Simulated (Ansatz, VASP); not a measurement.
**Ir in VASP and in Ansatz**

File INCAR:

```
PREC = Accurate ; ENCUT = 520
EDIFF = 1E-7 ; ISMEAR = -1
SIGMA = 0.05 ; LREAL = False
LASPH = True ; NELM = 60
ALGO = Normal ; ISIF = 2
LWAVE = False ; LCHARG = True
GGA = PE ; LELF = True
LVHAR = True ; NBANDS = 16
```

KPOINTS

```
regular mesh
0
Gamma
  14 14 14
```

File POSCAR:

```
Ir
1.0
    0.0000000000      2.2094021810      2.2094021810
    2.2094021810      0.0000000000      2.2094021810
    2.2094021810      2.2094021810      0.0000000000
Ir
2
Direct
   -0.1250000000     -0.1250000000     -0.1250000000
    0.1250000000      0.1250000000      0.1250000000
```

Input for Ansatz:

```yaml
crystal:
  lattice:
    - [0.0, 2.209402181, 2.209402181]
    - [2.209402181, 0.0, 2.209402181]
    - [2.209402181, 2.209402181, 0.0]
  atoms:
    - { symbol: Ir, position: [-0.125, -0.125, -0.125] }
    - { symbol: Ir, position: [0.125, 0.125, 0.125] }
kpoints:
  mp_grid: { grid: [14, 14, 14] }
scf:
  occupations: { method: fermi_dirac, width: 0.05 }
hamiltonian:
  xc: pbe
  pseudopotentials: { kind: paw }
output:
  forces: true
  stress: true
  eigenvalues: true
  populations: true
```

Change from the starting cell: volume scaled by 0.5, PAW files.

Alike in both runs: task single point; functional PBE; k mesh 14 × 14 × 14; occupations fermi-dirac, width 0.05 eV; no spin polarisation.

|  | VASP | Ansatz |
| --- | --- | --- |
| version | VASP 6.6.1 | Ansatz 0.2.0 |
| potentials or method | VASP PAW PBE potentials, release 64 (Ir) | PAW with Ansatz's default frozen-core files, scalar-relativistic |
| plane-wave cutoff (eV) | 520 | 420 |
| valence electrons in the cell | 18 | 34 |

Ansatz gave:

```
pressure (GPa) : 645.8
```

Task: Which values does VASP return?

Result: Pressure (GPa): 547.5.

The functional is the same, so the differences come from potentials, cutoffs and numerics. The two sets of potentials don't hold the same shells in valence.

Caveats: the cell as given lies far from equilibrium; so large a pressure means that the cell lies far from this level's equilibrium, or that cutoff or potentials fall short (VASP). The runs have no spin-orbit coupling, so splittings on Ir are missing.
